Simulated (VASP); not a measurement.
# Tb (Im-3m) in VASP: notebook

Runs on Tb. Level: PBE. Tasks: single point.

Everything below comes from runs of VASP 6.6.1. Logs are shortened: lines on timing, memory, paths and dates and some standing lists are left out, and cuts for length are marked.

## 1. The crystal as given

It takes space group Im-3m (No. 229, cubic). The conventional cell has a = 4.020 Å, b = 4.020 Å, c = 4.020 Å, α = 90.00°, β = 90.00°, γ = 90.00°. Around Tb (site symmetry m-3m) lie 8 Tb at 3.48 Å.

This isn't the form of Tb at room conditions, which is hcp.

## 2. Single point, PBE, collinear spin, ferromagnetic start

File INCAR:

```
SYSTEM = Tb
PREC     = Accurate       ! precision mode
ENCUT    = 520            ! plane-wave cutoff, eV
EDIFF    = 1E-6           ! SCF threshold, eV
ISMEAR   = -1             ! smearing method
SIGMA    = 0.05           ! smearing width, eV
LREAL    = .FALSE.        ! projectors in reciprocal space
LASPH    = .TRUE.         ! aspherical terms in the spheres
NELM     = 120            ! most SCF steps
ALGO     = Normal         ! electronic algorithm
ISIF     = 2              ! what is computed and relaxed
LWAVE    = .FALSE.        ! write WAVECAR
LCHARG   = .TRUE.         ! write CHGCAR
ISPIN    = 2              ! spin polarisation
MAGMOM   = 7.5            ! initial moments
LORBIT   = 11             ! projections on sites
LMAXMIX  = 6              ! l up to which the mixer works
GGA      = PE             ! functional
LELF     = .TRUE.         ! ELF
LVHAR    = .TRUE.       
NBANDS   = 20             ! bands
```

File KPOINTS:

```
regular mesh
0
G
  9 9 9
  0 0 0
```

File POSCAR:

```
Tb
1.0
   -2.0100000000      2.0100000000      2.0100000000
    2.0100000000     -2.0100000000      2.0100000000
    2.0100000000      2.0100000000     -2.0100000000
Tb
1
Direct
    0.0000000000      0.0000000000      0.0000000000
```

Potentials or basis: VASP PAW PBE potentials, release 64 (Tb).

The run is started by

```
cat potpaw_PBE.64/Tb/POTCAR > POTCAR
mpirun -np 1 vasp_std > vasp.out
```

OUTCAR:

```text
SYSTEM = Tb
   PREC = Accurate
   ENCUT = 520
   EDIFF = 1E-6
   ISMEAR = -1
   LREAL = .FALSE.
   LASPH = .TRUE.
   NELM = 120
   ISIF = 2
   ISPIN = 2
   LORBIT = 11
   GGA = PE

 ion  position               nearest neighbor table
   1  0.000  0.000  0.000-

  LATTYP: Found a body centered cubic cell.
 ALAT       =     4.0200000000

  Lattice vectors:

 A1 = (  -2.0100000000,   2.0100000000,   2.0100000000)
 A2 = (   2.0100000000,  -2.0100000000,   2.0100000000)
 A3 = (   2.0100000000,   2.0100000000,  -2.0100000000)

Analysis of symmetry for initial positions (statically):
=====================================================================
 Subroutine PRICEL returns:
 Original cell was already a primitive cell.

 Routine SETGRP: Setting up the symmetry group for a
 body centered cubic supercell.

 Subroutine GETGRP returns: Found 48 space group operations
 (whereof 48 operations were pure point group operations)
 out of a pool of 48 trial point group operations.

The static configuration has the point symmetry O_h .

Analysis of symmetry for dynamics (positions and initial velocities):
=====================================================================
 Subroutine PRICEL returns:
 Original cell was already a primitive cell.

 Routine SETGRP: Setting up the symmetry group for a
 body centered cubic supercell.

 Subroutine GETGRP returns: Found 48 space group operations
 (whereof 48 operations were pure point group operations)
 out of a pool of 48 trial point group operations.

The dynamic configuration has the point symmetry O_h .

Analysis of structural, dynamic, and magnetic symmetry:
=====================================================================
 Subroutine PRICEL returns:
 Original cell was already a primitive cell.

 Routine SETGRP: Setting up the symmetry group for a
 body centered cubic supercell.

 Subroutine GETGRP returns: Found 48 space group operations
 (whereof 48 operations were pure point group operations)
 out of a pool of 48 trial point group operations.

The overall configuration has the point symmetry O_h .

 Subroutine INISYM returns: Found 48 space group operations
 (whereof 48 operations are pure point group operations),
 and found     1 'primitive' translations

----------------------------------------------------------------------------------------

                                     Primitive cell

  volume of cell :      32.4824

  direct lattice vectors                    reciprocal lattice vectors
    -2.010000000  2.010000000  2.010000000     0.000000000  0.248756219  0.248756219
     2.010000000 -2.010000000  2.010000000     0.248756219  0.000000000  0.248756219
     2.010000000  2.010000000 -2.010000000     0.248756219  0.248756219  0.000000000

  length of vectors
     3.481422123  3.481422123  3.481422123     0.351794419  0.351794419  0.351794419

  position of ions in fractional coordinates (direct lattice)
     0.000000000  0.000000000  0.000000000

  ion indices of the primitive-cell ions
   primitive index   ion index
                 1           1

----------------------------------------------------------------------------------------

 KPOINTS: regular mesh

Automatic generation of k-mesh.
 Grid dimensions read from file:
 generate k-points for:    9    9    9

 Generating k-lattice:

  Cartesian coordinates                     Fractional coordinates (reciprocal lattice)
     0.000000000  0.027639580  0.027639580     0.111111111  0.000000000  0.000000000
     0.027639580  0.000000000  0.027639580     0.000000000  0.111111111  0.000000000
     0.027639580  0.027639580  0.000000000     0.000000000  0.000000000  0.111111111

  Length of vectors
     0.039088269  0.039088269  0.039088269

  Shift w.r.t. Gamma in fractional coordinates (k-lattice)
     0.000000000  0.000000000  0.000000000

 Subroutine IBZKPT returns following result:
 ===========================================

 Found     35 irreducible k-points:

 Following reciprocal coordinates:
            Coordinates               Weight
  0.000000  0.000000  0.000000      1.000000
  0.111111  0.000000  0.000000     12.000000
  0.222222  0.000000  0.000000     12.000000
  0.333333  0.000000  0.000000     12.000000
  0.444444  0.000000  0.000000     12.000000
  0.111111  0.111111  0.000000     24.000000
[... 16 lines left out ...]
 -0.333333  0.444444  0.111111     48.000000
 -0.444444 -0.444444  0.111111     24.000000
 [... further k-points ...]
   k-points           NKPTS =     35   k-points in BZ     NKDIM =     35   number of bands    NBANDS=     20
   number of dos      NEDOS =    301   number of ions     NIONS =      1
   total plane-waves  NPLWV =  21952
   dimension x,y,z NGX =    28 NGY =   28 NGZ =   28
   dimension x,y,z NGXF=    56 NGYF=   56 NGZF=   56
   ions per type =               1
   NGX,Y,Z   is equivalent  to a cutoff of  13.37, 13.37, 13.37 a.u.
   NGXF,Y,Z  is equivalent  to a cutoff of  26.74, 26.74, 26.74 a.u.
 SYSTEM =  Tb
[... 92 lines left out ...]
  band No.  band energies     occupation
      1     -43.1924      1.00000
      2     -19.8008      1.00000
      3     -19.5986      1.00000
      4     -19.5073      1.00000
      5      -1.1748      1.00000
      6      -1.1620      1.00000
[... 12 lines left out ...]
     19      15.2406      0.00000
     20      16.0524      0.00000

 k-point     4 :       0.3333    0.0000    0.0000
  band No.  band energies     occupation
      1     -43.1712      1.00000
      2     -20.0284      1.00000
      3     -19.6728      1.00000
      4     -19.5088      1.00000
      5      -1.2015      1.00000
      6      -1.1909      1.00000
[... 429 lines left out ...]
 k-point    23 :      -0.3333    0.4444    0.1111
  band No.  band energies     occupation
      1     -43.1506      1.00000
      2     -20.0693      1.00000
      3     -19.7958      1.00000
      4     -19.6156      1.00000
      5      -1.2169      1.00000
      6      -1.2139      1.00000
[... 12 lines left out ...]
     19      14.3585      0.00000
     20      15.0791      0.00000

 k-point    24 :      -0.4444   -0.4444    0.1111
  band No.  band energies     occupation
      1     -43.1441      1.00000
      2     -20.1204      1.00000
      3     -19.8313      1.00000
      4     -19.6151      1.00000
      5      -1.2230      1.00000
      6      -1.2183      1.00000
[... 12 lines left out ...]
     19      13.3707      0.00000
     20      14.6180      0.00000

 [... further k-points ...]

 spin component 2

 k-point     1 :       0.0000    0.0000    0.0000
  band No.  band energies     occupation
      1     -40.6638      1.00000
      2     -17.6189      1.00000
      3     -17.6189      1.00000
      4     -17.6189      1.00000
      5      -1.7232      1.00000
      6       2.8303      0.87837
[... 12 lines left out ...]
     19      14.0627      0.00000
     20      14.0627      0.00000

 k-point     2 :       0.1111    0.0000    0.0000
  band No.  band energies     occupation
      1     -40.6548      1.00000
      2     -17.7227      1.00000
      3     -17.6501      1.00000
      4     -17.6197      1.00000
      5      -1.3572      1.00000
      6       2.8192      0.90008
[... 12 lines left out ...]
     19      14.7091      0.00000
     20      15.0886      0.00000

 k-point     3 :       0.2222    0.0000    0.0000
  band No.  band energies     occupation
      1     -40.6320      1.00000
      2     -17.9751      1.00000
      3     -17.7279      1.00000
      4     -17.6217      1.00000
      5      -0.4035      1.00000
      6       2.7957      0.93516
[... 12 lines left out ...]
     19      15.9605      0.00000
     20      16.4269      0.00000

 k-point     4 :       0.3333    0.0000    0.0000
  band No.  band energies     occupation
      1     -40.6060      1.00000
      2     -18.2462      1.00000
      3     -17.8145      1.00000
      4     -17.6241      1.00000
      5       0.6389      1.00000
      6       2.8354      0.86712
[... 429 lines left out ...]
 k-point    23 :      -0.3333    0.4444    0.1111
  band No.  band energies     occupation
      1     -40.5808      1.00000
      2     -18.2923      1.00000
      3     -17.9618      1.00000
      4     -17.7493      1.00000
      5       1.7306      1.00000
      6       2.6889      0.99189
[... 12 lines left out ...]
     19      15.0962      0.00000
     20      15.8037      0.00000

 k-point    24 :      -0.4444   -0.4444    0.1111
  band No.  band energies     occupation
      1     -40.5728      1.00000
      2     -18.3521      1.00000
      3     -18.0036      1.00000
      4     -17.7488      1.00000
      5       1.9128      1.00000
      6       2.8934      0.67139
[... 12 lines left out ...]
     19      14.1720      0.00000
     20      15.2265      0.00000

 [... further k-points ...]

------------------------ aborting loop because EDIFF is reached ----------------------------------------

  FORCE on cell =-STRESS in cart. coord.  units (eV):
  Direction    XX          YY          ZZ          XY          YZ          ZX
  --------------------------------------------------------------------------------------
  -------------------------------------------------------------------------------------
  Total        0.0022993      0.0022993      0.0022993      0.0000000      0.0000000      0.0000000
  in kB        0.1134140      0.1134140      0.1134140      0.0000000      0.0000000      0.0000000
  external PRESSURE =       0.1134140 kB  Pullay stress =       0.0000000 kB

 VOLUME and BASIS-vectors are now :
 -----------------------------------------------------------------------------
  energy-cutoff  :      520.00
  volume of cell :       32.48
      direct lattice vectors                 reciprocal lattice vectors
    -2.010000000  2.010000000  2.010000000     0.000000000  0.248756219  0.248756219
     2.010000000 -2.010000000  2.010000000     0.248756219  0.000000000  0.248756219
     2.010000000  2.010000000 -2.010000000     0.248756219  0.248756219  0.000000000

 POSITION                                       TOTAL-FORCE (eV/Angst)
 -----------------------------------------------------------------------------------
      0.00000      0.00000      0.00000        -0.000000      0.000000      0.000000
 -----------------------------------------------------------------------------------
    total drift:                               -0.000000     -0.000000      0.000000

  FREE ENERGIE OF THE ION-ELECTRON SYSTEM (eV)
  ---------------------------------------------------
  free  energy   TOTEN  =        -9.4677440954 eV

  energy  without entropy=       -9.3933670423  energy(sigma->0) =       -9.43055557

 total charge

# of ion       s       p       d       f       tot
--------------------------------------------------
    1        2.085   5.602   0.485   8.149  16.320

 magnetization (x)

# of ion       s       p       d       f       tot
--------------------------------------------------
    1        0.000  -0.047   0.077   5.644   5.674
```

Run time: 96 s. Hardware: 1 thread of Intel Xeon Platinum 8488C (Sapphire Rapids), shared host; peak memory 0.2 GiB.

What came out:

```
Free energy                                           : -9.4677 eV
Pressure                                              : 0.0 GPa
Band gap on the k mesh                                : none (metal or under the smearing width)
Net moment                                            : 5.88 μB per cell
Site moments                                          : Tb +5.67 μB
Valence electrons inside the program's atomic spheres : Tb 16.32
```

Caveat: the magnetic or orbital state may not be the lowest; spin-orbit coupling is left out, which moves the levels of the heavy elements.

## 3. Single point, PBE, collinear spin, ferromagnetic start

File run.py:

```python
from ase import Atoms
from ase.calculators.vasp import Vasp
from ase.dft.bandgap import bandgap

atoms = Atoms(
    ['Tb'],
    cell=[[-2.01, 2.01, 2.01], [2.01, -2.01, 2.01], [2.01, 2.01, -2.01]],
    scaled_positions=[[0.0, 0.0, 0.0]],
    pbc=True,
)
atoms.set_initial_magnetic_moments([6.0])
calc = Vasp(
    directory='calc',
    xc='lda',
    pp='PBE',
    setups='materialsproject',
    prec='Accurate',
    encut=520,
    ediff=1e-07,
    ismear=0,
    sigma=0.02,
    lreal=False,
    lasph=True,
    nelm=150,
    algo='Normal',
    isif=2,
    lwave=False,
    lcharg=False,
    ispin=2,
    lorbit=11,
    lmaxmix=6,
    kpts=[9, 9, 9],
    gamma=True,
)
atoms.calc = calc

print('energy (eV):', atoms.get_potential_energy())
print('free energy (eV):', atoms.get_potential_energy(force_consistent=True))
print('forces (eV/A):')
print(atoms.get_forces())
print('stress (eV/A^3, Voigt):', atoms.get_stress())
print('Fermi level (eV):', calc.get_fermi_level())
print('moment (muB):', atoms.get_magnetic_moment())
print('site moments (muB):', atoms.get_magnetic_moments())
gap, top, bottom = bandgap(calc)
print('band gap (eV):', gap, 'from (spin, k, band)', top, 'to', bottom)
```

Potentials or basis: VASP PAW PBE potentials, release 64 (Tb_3), 4f in core.

The run is started by

```
python run.py
```

It took 47 s on 1 thread of AMD EPYC 7R13 (Zen 3), shared host; peak memory 0.15 GiB.

The run converged. Its results:

- Free energy: -4.4233 eV
- Pressure: -0.2 GPa
- Band gap on the k mesh: none (metal or under the smearing width)
- Net moment: 0.56 μB per cell
- Site moments: Tb +0.39 μB
- Valence electrons inside the program's atomic spheres: Tb 7.78

Levels at points of the mesh, in eV from the Fermi level:
Spin up:
```csv
k point,band 3,band 4,band 5,band 6,band 7,band 8
"(0.00, 0.00, 0.00)",-22.49,-5.28,1.46,1.46,1.46,3.73
```
Spin down:
| k point | band 2 | band 3 | band 4 | band 5 | band 6 | band 7 |
| --- | --- | --- | --- | --- | --- | --- |
| (0.00, 0.00, 0.00) | -22.34 | -22.34 | -4.83 | 1.86 | 1.86 | 1.86 |

Caveat: ASE's xc='lda' writes no GGA tag, so the PBE potentials set the functional and the run is PBE; the magnetic or orbital state may not be the lowest; spin-orbit coupling is left out, which moves the levels of the heavy elements; the 4f electrons are frozen in the core as for a trivalent ion, so they carry no moment and show no levels.

## 4. Single point, PBE, collinear spin, ferromagnetic start

File run.py:

```python
from ase.calculators.vasp import Vasp
from ase.dft.bandgap import bandgap
from ase.io import read

atoms = read('POSCAR')
atoms.set_initial_magnetic_moments([6.0])
calc = Vasp(
    directory='calc',
    xc='lda',
    pp='PBE',
    setups={'base': 'minimal', 'Tb': '_3'},
    prec='Accurate',
    encut=600,
    ediff=1e-06,
    ismear=0,
    sigma=0.05,
    lreal=False,
    lasph=True,
    nelm=100,
    algo='Fast',
    isif=2,
    lwave=False,
    lcharg=True,
    ispin=2,
    lorbit=11,
    lmaxmix=6,
    lelf=True,
    lvhar=True,
    kpts=[9, 9, 9],
    gamma=True,
    nbands=14,
)
atoms.calc = calc

print('energy (eV):', atoms.get_potential_energy())
print('free energy (eV):', atoms.get_potential_energy(force_consistent=True))
print('forces (eV/A):')
print(atoms.get_forces())
print('stress (eV/A^3, Voigt):', atoms.get_stress())
print('Fermi level (eV):', calc.get_fermi_level())
print('moment (muB):', atoms.get_magnetic_moment())
print('site moments (muB):', atoms.get_magnetic_moments())
gap, top, bottom = bandgap(calc)
print('band gap (eV):', gap, 'from (spin, k, band)', top, 'to', bottom)
```

POSCAR is that of step 2.

The run is started by

```
python run.py
```

Run time: 1.7 min. Hardware: 1 thread of Intel Xeon Platinum 8488C (Sapphire Rapids), shared host; peak memory 0.2 GiB.

It converged, with:

| Property | Result |
| --- | --- |
| Free energy | -4.4257 eV |
| Pressure | -0.1 GPa |
| Band gap on the k mesh | none (metal or under the smearing width) |
| Net moment | 0.01 μB per cell |
| Valence electrons inside the program's atomic spheres | Tb 7.78 |

Levels at points of the mesh, in eV from the Fermi level:
Spin up:
```csv
k point,band 1,band 2,band 3,band 4,band 5,band 6,band 7,band 8,band 9
"(0.00, 0.00, 0.00)",-22.38,-22.38,-22.38,-5.00,1.71,1.71,1.71,3.87,3.87
```
Spin down:
```csv
k point,band 1,band 2,band 3,band 4,band 5,band 6,band 7,band 8
"(0.00, 0.00, 0.00)",-22.38,-22.38,-22.38,-5.00,1.71,1.71,1.71,3.87
```

Caveat: ASE's xc='lda' writes no GGA tag, so the PBE potentials set the functional and the run is PBE; the magnetic or orbital state may not be the lowest; spin-orbit coupling is left out, which moves the levels of the heavy elements; the 4f electrons are frozen in the core as for a trivalent ion, so they carry no moment and show no levels. The state reached can hang on the start; a lower one may exist.

## 5. The runs side by side

| potentials or basis | cutoff (eV) | smearing | gap on the mesh (eV) | pressure (GPa) | moment (μB) |
| --- | --- | --- | --- | --- | --- |
| VASP PAW PBE potentials, release 64 (Tb) | 520 | fermi-dirac 0.05 eV | none | 0.0 | 5.88 |
| VASP PAW PBE potentials, release 64 (Tb_3), 4f in core | 520 | gaussian 0.02 eV | none | -0.2 | 0.56 |
| VASP PAW PBE potentials, release 64 (Tb_3), 4f in core | 600 | gaussian 0.05 eV | none | -0.1 | 0.01 |

Alike in all rows: task single point; level PBE; spin collinear, ferromagnetic start; cell as given; k mesh 9 × 9 × 9.

Caveats: the magnetic or orbital state may not be the lowest; spin-orbit coupling is left out, which moves the levels of the heavy elements; ASE's xc='lda' writes no GGA tag, so the PBE potentials set the functional and the run is PBE (some runs); the 4f electrons are frozen in the core as for a trivalent ion, so they carry no moment and show no levels (some runs).

Absolute energies hang on the potentials; compare differences alone.
